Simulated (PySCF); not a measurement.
C, 2 atoms in the cell. It takes space group C2/m (No. 12, monoclinic). The conventional cell has a = 4.255 Å, b = 2.457 Å, c = 3.765 Å, α = 90.00°, β = 111.49°, γ = 90.00°. C (site symmetry m) is surrounded by 3 C at 1.42 Å. This is a stacking variant of graphite.

| Item | Value |
| --- | --- |
| Program | PySCF 2.14.0 |
| Task | density of states |
| Functional | BLYP |
| Potentials or basis | gth-dzvp/gth-blyp (potentials made for BLYP) |
| k mesh | 7 × 7 × 5 |
| Occupations | fermi-dirac, width 0.05 eV |
| Spin | no spin polarisation |
| Symmetry | yes |
| Density cutoff | 90 Ha |
| Exponents discarded below (exp_to_discard) | 0.05 1/bohr^2 |
| Potentials | C gth-blyp |
| Gaussian width of the DOS | 0.15 eV |
| conv_tol | 1e-07 Ha |
| max_cycle | 60 |
| Coulomb method | multigrid |

Potentials or basis: gth-dzvp/gth-blyp (potentials made for BLYP).

Run with:

```console
$ OMP_NUM_THREADS=2 python -u run.py > log
```

Hardware: 2 threads of Intel(R) Xeon(R) 6975P-C (Granite Rapids), on a shared host.

Question: Estimate the wall time of this run.

Answer: Wall time 29 s on 2 threads of Intel(R) Xeon(R) 6975P-C (Granite Rapids), on a shared host, peak memory 1.4 GiB. Counts: scf iterations 5, basis 26, k points 72.
